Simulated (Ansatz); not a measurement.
# CdTe in Ansatz: reference runs

Reference runs on CdTe: the cell as given.

Everything below comes from runs of Ansatz 0.2.0. Logs are shortened: lines on timing, memory, paths and dates and some standing lists are left out, and cuts for length are marked.

### 1 The sheet as given

The cell holds a sheet with vacuum, 2 atoms: a = 3.038 Å, b = 3.038 Å, c = 31.570 Å, α = 90.00°, β = 90.00°, γ = 90.00°.

The cell was built by a generator and needn't be a form met in nature.

### 2 Single point, PBE

The input, input.yaml:

```yaml
crystal:
  lattice:
    - [3.038, 0.0, 0.0]
    - [0.0, 3.038, 0.0]
    - [0.0, 0.0, 31.57]
  atoms:
    - { symbol: Cd, position: [0.0, 0.0, 0.23838] }
    - { symbol: Te, position: [0.5, 0.5, 0.33178] }
kpoints:
  mp_grid: { grid: [9, 9, 1] }
scf:
  occupations: { method: fermi_dirac, width: 0.05 }
hamiltonian:
  xc: pbe
  pseudopotentials: { kind: all_electron, lapw: { basis_error: 0.001 } }
output:
  forces: true
  stress: true
  eigenvalues: true
  populations: true
```

Potentials or basis: all-electron LAPW, scalar-relativistic.

Launch:

```
ansatz run input.yaml --threads 4 --pin off --max-ram 12288MiB --backend cpu --events-out ev --progress --plain --runs-dir out
```

The program printed:

```text
Warning: RAYON_NUM_THREADS=4 ignored (pool sized by the plan → 4); use --threads N
Cd: projections on atomic orbitals take those of the free atom 1s2 2s2 2p6 3s2 3p6 3d10 4s2 4p6 4d10 5s2, of charge +0.00 (hamiltonian.pseudopotentials.projection_atoms)
Te: projections on atomic orbitals take those of the free atom 1s2 2s2 2p6 3s2 3p6 3d10 4s2 4p6 4d10 5s2 5p4, of charge +0.00 (hamiltonian.pseudopotentials.projection_atoms)
LAPW: plane waves up to 7.483 Å⁻¹, error target 1.0e-3 eV per atom; small_component_spin mean_spin; Cd in spheres of 1.519 Å, 20 of its electrons in bands, Dirac shells []; Te in spheres of 1.519 Å, 24 of its electrons in bands, Dirac shells [] (how accurate: hamiltonian.pseudopotentials.lapw.basis_error, Limitations)
Engine: ansatz 0.2.0, aarch64-unknown-linux-gnu
Pseudopotentials: kind: all_electron
Pseudopotential: Cd, LAPW, valence charge 20, lapw/all_electron/scalar/gaussian/Cd, Koelling and Harmon's equation, gaussian nucleus
Pseudopotential: Te, LAPW, valence charge 24, lapw/all_electron/scalar/gaussian/Te, Koelling and Harmon's equation, gaussian nucleus
Functional definition: PBE
  parameter kappa = 0.804
  parameter beta = 0.06672455060314922
  exchange = pbe_x(kappa = kappa, mu = beta*pi^2/3)
  correlation = pbe_c(beta = beta)
Crystal: 2 atoms, lattice volume = 291.374 Å³
Basis set: ecut = 213.35578435436454 eV, 2079 PW (Γ), exchange–correlation at level 2
Bands: 27, of which v1, the nominal top of the filled ones, is band 22 counted from 1 (21 counted from 0)
Symmetry: 8 space group operations
Space group: P4mm (ITA 99), of the structure as read, at distance tolerance 6.6e-5 Å
k-points: 15 of 81
Non-local potential: Cd, projectors of the file, none
Non-local potential: Te, projectors of the file, none
Initial density: superposition of atomic densities (neutral atoms: chi_scale 0, normalization atom)
Initial wavefunctions: plane waves of lowest kinetic energy (no species holds an atomic orbital)
Functional: x = pbe(κ = 0.804, μ = 0.2195149727645171), c = pbe(β = 0.06672455060314922)
iter 1 solved again at ethr=2.25e-3 eV; its pass at ethr=1.00e-1 eV (dr2=9.91e-1 eV) is discarded
SCF iter   1: F=—  HF=-337119.605455 eV  |F-HF|=—  |Δ(HF+E_count)|=         —  Δρ=5.93e-3  dr2=9.94e-1  ethr=2.25e-3  ⟨swp⟩=2.7  Hψ=2610  notcnv=0
preconditioner: auto → LDOS  [metal: Δε(μ)=0.122 eV  Ē_g=10.414 eV  σ=0.050 eV  W_gap=0.50  n_scr=20 (ndim 8)  ℏωp=9.2 eV  f_vac=0.772  D(μ)=1.50/eV (n_scr^D=8)  β→1.0]
iter 2 solved again at ethr=1.53e-4 eV; its pass at ethr=2.25e-3 eV (dr2=6.71e-2 eV) is discarded
SCF iter   2: F=—  HF=-337119.518347 eV  |F-HF|=—  |Δ(HF+E_count)|=   8.71e-2  Δρ=1.63e-3  dr2=6.71e-2  ethr=1.53e-4  ⟨swp⟩=2.3  Hψ=2131  notcnv=0
SCF iter   3: F=—  HF=-337119.535878 eV  |F-HF|=—  |Δ(HF+E_count)|=   1.75e-2  Δρ=9.45e-4  dr2=5.96e-3  ethr=1.53e-4  ⟨swp⟩=3.0  Hψ=1338  notcnv=0
SCF iter   4: F=—  HF=-337119.494440 eV  |F-HF|=—  |Δ(HF+E_count)|=   4.14e-2  Δρ=2.71e-4  dr2=2.00e-3  ethr=1.35e-5  ⟨swp⟩=3.0  Hψ=1343  notcnv=0
SCF iter   5: F=—  HF=-337119.494561 eV  |F-HF|=—  |Δ(HF+E_count)|=         —  Δρ=1.18e-4  dr2=1.55e-4  ethr=4.54e-6  ⟨swp⟩=2.0  Hψ=1174  notcnv=0
the basis was enlarged: its passes take 75.4 KiB over the memory plan, 4 of 4 planned eigensolver slots
SCF iter   6: F=—  HF=-337119.494542 eV  |F-HF|=—  |Δ(HF+E_count)|=   1.91e-5  Δρ=3.67e-5  dr2=8.96e-6  ethr=3.52e-7  ⟨swp⟩=3.0  Hψ=1215  notcnv=0
SCF iter   7: F=—  HF=-337119.494543 eV  |F-HF|=—  |Δ(HF+E_count)|=   1.59e-6  Δρ=1.19e-5  dr2=9.84e-7  ethr=2.04e-8  ⟨swp⟩=3.0  Hψ=1203  notcnv=0
iter 8 met the thresholds in force, and the SCF goes on: an eigenvalue changes by 21.04 meV, over its tolerance of 10.00 meV (output.eigenvalues, Limitations)
SCF iter   8: F=-337119.494544 eV  HF=-337119.494544 eV  |F-HF|=2.16e-7  |Δ(HF+E_count)|=   1.12e-7  Δρ=3.33e-6  dr2=2.09e-8  ethr=2.24e-9  ⟨swp⟩=3.0  Hψ=1214  notcnv=0
iter 9 met the thresholds in force, and the SCF goes on: an eigenvalue changes by 10.03 meV, over its tolerance of 10.00 meV (output.eigenvalues, Limitations)
SCF iter   9: F=-337119.494544 eV  HF=-337119.494544 eV  |F-HF|=5.36e-8  |Δ(HF+E_count)|=   1.73e-7  Δρ=1.34e-6  dr2=3.51e-9  ethr=4.75e-11  ⟨swp⟩=3.0  Hψ=1213  notcnv=0
Mixer restart at iter 9: flushing history
SCF iter  10: F=-337119.494544 eV  HF=-337119.494544 eV  |F-HF|=2.00e-8  |Δ(HF+E_count)|=   5.89e-8  Δρ=5.30e-7  dr2=2.00e-8  ethr=7.98e-12  ⟨swp⟩=3.0  Hψ=1248  notcnv=0
SCF 1 converged in 10 iterations: F = -337119.494544 eV  dr2 = 2.00e-8
SCF converged after 10 iterations
an eigenvalue changed by more than its tolerance at an iteration that met the thresholds in force, so the SCF went on 2 times, its first undamped step at iteration 9: the last check found none over its tolerance
Free energy (F): -337119.494544 eV
Harris-Foulkes:  -337119.494544 eV  (|F-HF|=2.00e-8)
Internal energy: -337119.487931 eV  (E = F + TS)
E sigma→0 (E₀):  -337119.491237 eV
Entropy (-TS):   -0.006613 eV (-3.307 meV/atom)
Fermi energy:    -1.222276 eV
--- Per-component energies (eV) ---
  E_band       = -2107.121898
  E_kinetic    = 354732.811846
  E_xc         = -8999.808465
  E_electrostatic = -682852.491312  (all electrons and nuclei)
  E_smearing   = -0.006613  (= −TS)
  E_closure    = 0.000000  (closes the sum)
  E_atoms      = -337115.932394  (free atoms, spherical and without spin; not in F)
  Σ components = -337119.494544   (vs F -337119.494544, Δ=0.00e0)
  Basis errors (estimates in eV, not in F): energy 3.7e-4 per atom: plane waves 3.4e-4 (1.9e-4 summed), levels above the bands 8.6e-46, relativity 2.6e-8, radial functions 3.4e-5, core shells 3.5e-8; eigenvalues (radial functions only) 1.8e-6; not estimated: angular momenta, meshes, grids; target (lapw.basis_error) 1.0e-3; muffin-tin radii Cd 1.519 Å, Te 1.519 Å
--- Forces (eV/Å), atoms counted from 1 ---
  atom   1  Cd    -0.00000000     0.00000000    -0.10835798
  atom   2  Te     0.00000000     0.00000000     0.10839894
  max |Σ_I F_I| component: 4.10e-5 eV/Å
--- Stress (GPa, compression-positive) ---
        0.329708       0.000000       0.000000
        0.000000       0.329708       0.000000
        0.000000       0.000000       0.175733
  P = ⅓ Tr σ = 0.2784 GPa (2.784 kbar)
--- Band table (eV; the first three rows and the last of 15) ---
  k-point 0: bands = ["-160.8615", "-110.9438", "-110.9438", "-110.8109", "-103.6046", "-64.6597", "-64.6440", "-64.6440", "-38.3841", "-38.2755", "-38.1803", "-38.1728", "-38.1728", "-14.3853", "-10.2202", "-9.8921", "-9.2372", "-9.2372", "-9.0531", "-6.9253", "-4.1186", "0.3932", "1.6612", "1.6612", "2.7808", "3.2053", "3.3615"]
  k-point 1: bands = ["-160.8615", "-110.9441", "-110.9438", "-110.8109", "-103.6044", "-64.6595", "-64.6473", "-64.6438", "-38.3751", "-38.2787", "-38.1767", "-38.1763", "-38.1725", "-14.2068", "-10.1606", "-9.8266", "-9.3018", "-9.2321", "-9.0948", "-6.7320", "-3.9307", "-0.1072", "0.6441", "1.8290", "2.9790", "3.3982", "3.5625"]
  k-point 2: bands = ["-160.8615", "-110.9447", "-110.9438", "-110.8108", "-103.6040", "-64.6589", "-64.6554", "-64.6432", "-38.3537", "-38.2867", "-38.1851", "-38.1718", "-38.1660", "-13.6884", "-10.0647", "-9.6157", "-9.4554", "-9.2191", "-9.1984", "-6.1343", "-3.3953", "-2.7729", "1.1954", "2.2954", "3.5554", "3.8872", "4.1541"]
  k-point 14: bands = ["-160.8613", "-110.9457", "-110.9457", "-110.8107", "-103.6017", "-64.6687", "-64.6686", "-64.6557", "-38.3326", "-38.2293", "-38.1988", "-38.1988", "-38.1237", "-10.0808", "-9.7689", "-9.6352", "-9.5698", "-9.2302", "-8.7862", "-4.9491", "-4.8459", "-1.0282", "0.3402", "1.5988", "1.7146", "3.6970", "5.0443"]
--- Löwdin populations: 2 sites ---
  site symbol       q [e]
     0     Cd     47.6279
     1     Te     52.1389
  spilling = 0.002333 (of n_electrons = 100.000000)
```

populations.tsv:

```text
# site	symbol	l	j	q
# orbitals = lowdin
# n_electrons = 100.000000
# spilling = 0.002333
# projection_atom_Cd: 1s2 2s2 2p6 3s2 3p6 3d10 4s2 4p6 4d10 5s2
# projection_atom_Te: 1s2 2s2 2p6 3s2 3p6 3d10 4s2 4p6 4d10 5s2 5p4
0	Cd	0_1S	-	2.000000
0	Cd	0_2S	-	1.999995
0	Cd	0_3S	-	1.999927
0	Cd	0_4S	-	1.998817
0	Cd	0_5S	-	1.637671
0	Cd	1_2P	-	6.000000
0	Cd	1_3P	-	5.999999
0	Cd	1_4P	-	5.999810
0	Cd	2_3D	-	10.000000
0	Cd	2_4D	-	9.991641
1	Te	0_1S	-	2.000000
1	Te	0_2S	-	1.999996
1	Te	0_3S	-	1.999936
1	Te	0_4S	-	1.999132
1	Te	0_5S	-	1.943125
1	Te	1_2P	-	6.000000
1	Te	1_3P	-	5.999992
1	Te	1_4P	-	5.999145
1	Te	1_5P	-	4.197984
1	Te	2_3D	-	10.000000
1	Te	2_4D	-	9.999566
```

Run time: 11 s. Hardware: 4 threads of Arm Neoverse V1, shared host; peak memory 0.75 GiB.

What came out:

* Free energy: -337119.4945 eV
* Largest force: 0.108 eV/Å
* Band gap on the k mesh: none (metal or under the smearing width)

Forces in eV/Å, atoms in the order of the input:
```
Cd   0.000  0.000 -0.108
Te   0.000  0.000  0.108
```

The run has no spin-orbit coupling, so splittings on Te are missing.
